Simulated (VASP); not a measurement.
# NbC (Fm-3m) in VASP: band structure with PBE

Aim: the band structure of NbC with PBE.

Everything below comes from runs of VASP 6.6.1. Logs are shortened: lines on timing, memory, paths and dates and some standing lists are left out, and cuts for length are marked.

### 1 The crystal as given

Symmetry: Fm-3m, No. 225, cubic system. Conventional cell: a = 4.485 Å, b = 4.485 Å, c = 4.485 Å, α = 90.00°, β = 90.00°, γ = 90.00°. Nb (site symmetry m-3m) is surrounded by 6 C at 2.24 Å. Around C (site symmetry m-3m) lie 6 Nb at 2.24 Å.

### 2 Band structure, PBE

Contents of INCAR:

```
SYSTEM = NbC
PREC = Accurate
ENCUT = 520
EDIFF = 1E-6
ISMEAR = 0
SIGMA = 0.1
LREAL = .False.
LASPH = .True.
NELM = 60
ALGO = Normal
ISIF = 2
LWAVE = .False.
LCHARG = .False.
LMAXMIX = 4
GGA = PE
NBANDS = 16
```

Contents of KPOINTS:

```
Automatic mesh
0
Gamma
  16 16 16
  0 0 0
```

Contents of POSCAR:

```
NbC
1.0
    0.0000000000      2.2424760000      2.2424760000
    2.2424760000      0.0000000000      2.2424760000
    2.2424760000      2.2424760000      0.0000000000
Nb C
1 1
Direct
    0.0000000000      0.0000000000      0.0000000000
    0.5000000000      0.5000000000      0.5000000000
```

Contents of KPOINTS_OPT:

```
path GXWKGLUWLK,UX
10
line-mode
reciprocal
 0.0000000000  0.0000000000  0.0000000000  G
 0.5000000000  0.0000000000  0.5000000000  X

 0.5000000000  0.0000000000  0.5000000000  X
 0.5000000000  0.2500000000  0.7500000000  W

 0.5000000000  0.2500000000  0.7500000000  W
 0.3750000000  0.3750000000  0.7500000000  K

 0.3750000000  0.3750000000  0.7500000000  K
 0.0000000000  0.0000000000  0.0000000000  G

 0.0000000000  0.0000000000  0.0000000000  G
 0.5000000000  0.5000000000  0.5000000000  L

 0.5000000000  0.5000000000  0.5000000000  L
 0.6250000000  0.2500000000  0.6250000000  U

 0.6250000000  0.2500000000  0.6250000000  U
 0.5000000000  0.2500000000  0.7500000000  W

 0.5000000000  0.2500000000  0.7500000000  W
 0.5000000000  0.5000000000  0.5000000000  L

 0.5000000000  0.5000000000  0.5000000000  L
 0.3750000000  0.3750000000  0.7500000000  K

 0.6250000000  0.2500000000  0.6250000000  U
 0.5000000000  0.0000000000  0.5000000000  X
```

Potentials or basis: VASP PAW PBE potentials, release 64 (Nb_sv, C).

On the command line:

```sh
$ cat potpaw_PBE.64/Nb_sv/POTCAR potpaw_PBE.64/C/POTCAR > POTCAR
$ mpirun -np 1 vasp_std > vasp.out
```

OUTCAR:

```text
SYSTEM = NbC
   PREC = Accurate
   ENCUT = 520
   EDIFF = 1E-6
   ISMEAR = 0
   LREAL = .False.
   LASPH = .True.
   NELM = 60
   ISIF = 2
   GGA = PE

 ion  position               nearest neighbor table
   1  0.000  0.000  0.000-   2 2.24   2 2.24   2 2.24   2 2.24   2 2.24   2 2.24
   2  0.500  0.500  0.500-   1 2.24   1 2.24   1 2.24   1 2.24   1 2.24   1 2.24

  LATTYP: Found a face centered cubic cell.
 ALAT       =     4.4849520000

  Lattice vectors:

 A1 = (   0.0000000000,   2.2424760000,   2.2424760000)
 A2 = (   2.2424760000,   0.0000000000,   2.2424760000)
 A3 = (   2.2424760000,   2.2424760000,   0.0000000000)

Analysis of symmetry for initial positions (statically):
=====================================================================
 Subroutine PRICEL returns:
 Original cell was already a primitive cell.

 Routine SETGRP: Setting up the symmetry group for a
 face centered cubic supercell.

 Subroutine GETGRP returns: Found 48 space group operations
 (whereof 48 operations were pure point group operations)
 out of a pool of 48 trial point group operations.

The static configuration has the point symmetry O_h .

Analysis of symmetry for dynamics (positions and initial velocities):
=====================================================================
 Subroutine PRICEL returns:
 Original cell was already a primitive cell.

 Routine SETGRP: Setting up the symmetry group for a
 face centered cubic supercell.

 Subroutine GETGRP returns: Found 48 space group operations
 (whereof 48 operations were pure point group operations)
 out of a pool of 48 trial point group operations.

The dynamic configuration has the point symmetry O_h .

 Subroutine INISYM returns: Found 48 space group operations
 (whereof 48 operations are pure point group operations),
 and found     1 'primitive' translations

----------------------------------------------------------------------------------------

                                     Primitive cell

  volume of cell :      22.5535

  direct lattice vectors                    reciprocal lattice vectors
     0.000000000  2.242476000  2.242476000    -0.222967827  0.222967827  0.222967827
     2.242476000  0.000000000  2.242476000     0.222967827 -0.222967827  0.222967827
     2.242476000  2.242476000  0.000000000     0.222967827  0.222967827 -0.222967827

  length of vectors
     3.171339972  3.171339972  3.171339972     0.386191604  0.386191604  0.386191604

  position of ions in fractional coordinates (direct lattice)
     0.000000000  0.000000000  0.000000000
     0.500000000  0.500000000  0.500000000

  ion indices of the primitive-cell ions
   primitive index   ion index
[... 78 lines left out ...]
   IBRION =     -1    ionic relax: 0-MD 1-quasi-New 2-CG
   NFREE  =      0    steps in history (QN), initial steepest desc. (CG)
   ISIF   =      2    stress and relaxation
   ISYM   =      2    0-nonsym 1-usesym 2-fastsym
   POTIM  = 0.5000    time-step for ionic-motion
   TEBEG  =    0.0;   TEEND  =   0.0 temperature during run
   PSTRESS=    0.0 pullay stress
   NELECT =      17.0000    total number of electrons
   NUPDOWN=      -1.0000    fix difference up-down
   EMIN   =  10.00;   EMAX   =-10.00  energy-range for DOS
   EFERMI =   0.00;   METHOD = LEGACY
   ISMEAR =     0;   SIGMA  =   0.10  broadening in eV -4-tet -1-fermi 0-gaus
   EFERMI_NEDOS =   21; number of points for ismear=-14 and -15
   IALGO  =     38    algorithm
   IMIX   =      4    mixing-type and parameters
     AMIX     =   0.40;   BMIX     =  1.00
     AMIX_MAG =   1.60;   BMIX_MAG =  1.00
  volume/ion in A,a.u.               =      11.28        76.10
  Fermi-wavevector in a.u.,A,eV,Ry     =   1.489887  2.815478 30.201714  2.219763
  Thomas-Fermi vector in A             =   2.602739
   LORBIT       =      0    0 simple, 1 ext, 2 COOP (PROOUT), +10 PAW based schemes
   GGA     = PE    functional components
   LHFCALC =     F    Hartree Fock is set to
   AEXX    =    0.0000 exact exchange contribution
   IVDW    =     0    specifies the selected vdW correction
   LEPSILON=     F    determine dielectric tensor
   LRPA    =     F    only Hartree local field effects (RPA)
 non-spin polarized calculation
 Gauss-broadening in eV      SIGMA  =   0.10
  energy-cutoff  :      520.00
  volume of cell :       22.55
 maximum number of plane-waves:       620
   NGX = 11   NGY = 11   NGZ = 11

 number of electron      16.9999998 magnetization

 Free energy of the ion-electron system (eV)
  ---------------------------------------------------
  ext. energy  EPLUGINS =         0.00000000
  ---------------------------------------------------
  free energy    TOTEN  =       -20.54707690 eV

  energy without entropy =      -20.54338985  energy(sigma->0) =      -20.54523338

 E-fermi :  12.4109     XC(G=0): -13.0325

 val. band max:       12.3720475487   @ k =  -0.1875   0.1875   0.0000
 cond. band min:      12.4313085210   @ k =  -0.3750   0.4375   0.1250
 fundamental gap:      0.0592609724
 Fermi energy:        12.4108749754

 k-point     1 :       0.0000    0.0000    0.0000
  band No.  band energies     occupation
      1     -43.3543      2.00000
      2     -19.0676      2.00000
      3     -19.0676      2.00000
      4     -19.0676      2.00000
      5      -0.9682      2.00000
      6      11.1362      2.00000
[... 433 lines left out ...]
      3     -19.0892      2.00000
      4     -19.0696      2.00000
      5      -0.7115      2.00000
      6      10.2471      2.00000
[... 8 lines left out ...]
     15      23.0325      0.00000
     16      32.4815      0.00000

 [... further k-points ...]

------------------------ aborting loop because EDIFF is reached ----------------------------------------

  FORCE on cell =-STRESS in cart. coord.  units (eV):
  Direction    XX          YY          ZZ          XY          YZ          ZX
  --------------------------------------------------------------------------------------
  -------------------------------------------------------------------------------------
  Total       -0.0764900     -0.0764900     -0.0764900      0.0000000     -0.0000000      0.0000000
  in kB       -5.4337778     -5.4337778     -5.4337778      0.0000000     -0.0000000      0.0000000
  external PRESSURE =      -5.4337778 kB  Pullay stress =       0.0000000 kB

 VOLUME and BASIS-vectors are now :
 -----------------------------------------------------------------------------
  energy-cutoff  :      520.00
  volume of cell :       22.55
      direct lattice vectors                 reciprocal lattice vectors
     0.000000000  2.242476000  2.242476000    -0.222967827  0.222967827  0.222967827
     2.242476000  0.000000000  2.242476000     0.222967827 -0.222967827  0.222967827
     2.242476000  2.242476000  0.000000000     0.222967827  0.222967827 -0.222967827

 POSITION                                       TOTAL-FORCE (eV/Angst)
 -----------------------------------------------------------------------------------
      0.00000      0.00000      0.00000         0.000000     -0.000000      0.000000
      2.24248      2.24248      2.24248        -0.000000      0.000000     -0.000000
 -----------------------------------------------------------------------------------
    total drift:                                0.000000     -0.000000     -0.000000

  FREE ENERGIE OF THE ION-ELECTRON SYSTEM (eV)
  ---------------------------------------------------
  free  energy   TOTEN  =       -20.5470768987 eV

  energy  without entropy=      -20.5433898543  energy(sigma->0) =      -20.54523338
```

OSZICAR:

```text
N       E                     dE             d eps       ncg     rms          rms(c)
DAV:   1     0.134948429765E+03    0.13495E+03   -0.88495E+03  4648   0.106E+03
DAV:   2    -0.184350408627E+02   -0.15338E+03   -0.14478E+03  5608   0.370E+02
DAV:   3    -0.240642489876E+02   -0.56292E+01   -0.55093E+01  6688   0.641E+01
DAV:   4    -0.243211451596E+02   -0.25690E+00   -0.25651E+00  6272   0.128E+01
DAV:   5    -0.243270007693E+02   -0.58556E-02   -0.58550E-02  6752   0.175E+00    0.130E+01
DAV:   6    -0.206710280137E+02    0.36560E+01   -0.78746E+00  7360   0.289E+01    0.367E+00
DAV:   7    -0.205556012321E+02    0.11543E+00   -0.59266E-01  6024   0.732E+00    0.243E+00
DAV:   8    -0.205594066836E+02   -0.38055E-02   -0.15996E-01  7824   0.414E+00    0.168E+00
DAV:   9    -0.205466736460E+02    0.12733E-01   -0.29954E-02  6928   0.187E+00    0.216E-01
DAV:  10    -0.205471027964E+02   -0.42915E-03   -0.93052E-04  5384   0.352E-01    0.780E-02
DAV:  11    -0.205470761770E+02    0.26619E-04   -0.70911E-05  6672   0.834E-02    0.249E-02
DAV:  12    -0.205470768987E+02   -0.72167E-06   -0.72247E-06  5496   0.232E-02
   1 F= -.20547077E+02 E0= -.20545233E+02  d E =-.368704E-02
       N       E                     dE             ncg
DAV:   1     0.152607449426E+04   -0.62291E+05     3200
DAV:   2    -0.130878191834E+05   -0.14614E+05     3904
DAV:   3    -0.135946673570E+05   -0.50685E+03     4792
DAV:   4    -0.136138924256E+05   -0.19225E+02     4048
DAV:   5    -0.136143671840E+05   -0.47476E+00     4768
DAV:   6    -0.136143736157E+05   -0.64317E-02     4280
DAV:   7    -0.136143736637E+05   -0.47929E-04     4408
DAV:   8    -0.136143736643E+05   -0.66888E-06     3048
```

stdout:

```text
POSCAR found type information on POSCAR NbC
 POSCAR found :  2 types and       2 ions
 scaLAPACK will be used
 LDA part: xc-table for (Slater+PW92), standard interpolation
 POSCAR, INCAR and KPOINTS ok, starting setup
 FFT: planning ... GRIDC
 FFT: planning ... GRID_SOFT
 FFT: planning ... GRID
 WAVECAR not read
 entering main loop
 Start KPOINTS_OPT (optional k-point list driver)
k-point batch [1-100\100]
```

Wall time 51 s (1 thread of AMD EPYC 7R13 (Zen 3), shared host); peak memory 0.17 GiB.

What came out:

| Quantity | Value |
| --- | --- |
| Free energy | -20.5471 eV |
| Pressure | -0.5 GPa |
| Band gap along the path | none (metal or under the smearing width) |

Levels at the corners of the path, in eV from the Fermi level:
```tsv
point	band 6	band 7	band 8	band 9	band 10	band 11
Γ	-1.28	-1.28	-1.28	-0.20	-0.20	-0.20
X	-4.10	-3.84	-1.29	-1.29	1.97	3.19
X	-4.10	-3.84	-1.29	-1.29	1.97	3.19
W	-4.58	-4.34	-4.34	1.54	1.54	3.20
W	-4.58	-4.34	-4.34	1.54	1.54	3.20
K	-5.10	-4.19	-3.45	-0.29	2.46	3.38
K	-5.10	-4.19	-3.45	-0.29	2.46	3.38
Γ	-1.28	-1.28	-1.28	-0.20	-0.20	-0.20
Γ	-1.28	-1.28	-1.28	-0.20	-0.20	-0.20
L	-7.48	-5.05	-5.05	2.12	2.12	3.53
L	-7.48	-5.05	-5.05	2.12	2.12	3.53
U	-5.10	-4.19	-3.45	-0.29	2.46	3.38
U	-5.10	-4.19	-3.45	-0.29	2.46	3.38
W	-4.58	-4.34	-4.34	1.54	1.54	3.20
W	-4.58	-4.34	-4.34	1.54	1.54	3.20
L	-7.48	-5.05	-5.05	2.12	2.12	3.53
L	-7.48	-5.05	-5.05	2.12	2.12	3.53
K	-5.10	-4.19	-3.45	-0.29	2.46	3.38
U	-5.10	-4.19	-3.45	-0.29	2.46	3.38
X	-4.10	-3.84	-1.29	-1.29	1.97	3.19
```
